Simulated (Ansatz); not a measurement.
# What a trial cell of Te relaxes into

All numbers below come from DFT PBE, scalar-relativistic, plane waves, PAW (Ansatz 0.2.0). Cutoff 420 eV, Γ-centred k mesh, Gaussian smearing, no spin polarisation in the final step.

Te was placed on the samarium (9R) structure type (R-3m, No. 166), at a guessed volume.

```xyz
3
Lattice="1.9079 1.1015 9.2208 -1.9079 1.1015 9.2208 0.0000 -2.2031 9.2208" Properties=species:S:1:pos:R:3 pbc="T T T"
Te    0.0000    0.0000    0.0000
Te    0.0000    0.0000    6.1471
Te    0.0000    0.0000   21.5152
```

Steps on the 6×6×6 mesh (3 atoms). 12 of 12 steps are shown, and the free energy counts from the last. Trial steps that were taken back and renewals of the plane-wave basis can be among the rows.

```
step  ΔF (meV/atom) V (Å³/atom) P (GPa) largest force component (eV/Å)
   1          678.4        38.76    -7.69                           0.031
   2          479.2        34.60    -6.57                           0.057
   3          348.9        31.37    -4.13                           0.054
   4          275.4        29.11    -0.85                           0.087
   5          217.2        28.16     1.70                           0.079
   6          153.8        29.02     2.13                           0.403
   7           92.2        30.32     1.20                           0.375
   8           45.8        31.54     0.98                           0.349
   9           21.1        33.08     0.38                           0.210
  10            7.0        33.50     1.20                           0.001
  11            1.5        35.53    -0.19                           0.022
  12            0.0        35.53    -0.08                           0.021
```

A final relaxation ran on a 12×12×12 mesh. The relaxed crystal, R-3m (No. 166):

Space group R-3m:H (No. 166). a = 4.250 Å, b = 4.250 Å, c = 20.657 Å, α = 90.00°, β = 90.00°, γ = 120.00°
```tsv
atom	site	symmetry	x	y	z
Te	3a	-3m	0.0000	0.0000	0.0000
Te	6c	3m	0.3333	0.6667	0.9117
```

| Item | Value |
| --- | --- |
| Volume per atom | 35.9 Å³ |
| Density | 5.9 g/cm³ |
| Energy over the standard structure | 0.076 eV/atom |
| Gap on the 12×12×12 mesh | 0.22 eV |

Energies count from the standard state of Te at the same level.

The final run used a 12×12×12 mesh on its 3-atom cell and 0.10 eV smearing. Weakly bound directions are ill-defined at this level, which has no dispersion term. Spin–orbit coupling is left out.

A structure relaxed within its symmetry needn't be a true minimum.